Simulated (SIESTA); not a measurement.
Crystal: InAs.

```
In As
1.0
     0.00000    3.01800    3.01800
     3.01800    0.00000    3.01800
     3.01800    3.01800    0.00000
In As
1 1
Direct
  0.00000 0.00000 0.00000
  0.75000 0.75000 0.75000
```

Base run:

| Item | Value |
| --- | --- |
| Program | SIESTA 5.4.2 |
| Functional | BLYP |
| Potentials or basis | PseudoDojo 0.4 standard (PBE files) |
| Basis | DZP (energy shift 0.003 Ry; two zetas on semicore shells) |
| Grid cutoff | 500 Ry |
| Energy shift | 0.003 Ry |
| k mesh | 8 × 8 × 8 |
| Occupations | fermi-dirac, width 0.05 eV |
| Spin | no spin polarisation |

Its results: band gap on the k mesh none (metal or under the smearing width); pressure 7.3 GPa.

Task: The run is repeated on the same cell with these changes: functional from BLYP to AM05; potentials or basis from PseudoDojo 0.4 standard (PBE files) to PseudoDojo 0.4 standard (PBEsol files). What comes out?

Result: Band gap on the k mesh none (metal or under the smearing width); pressure 1.9 GPa.

Caveats: the potentials were made for another functional, which shifts forces and pressure; spin-orbit coupling is left out, which moves the levels of the heavy elements; the basis of atomic orbitals isn't converged, which shifts pressures, moduli and gaps.
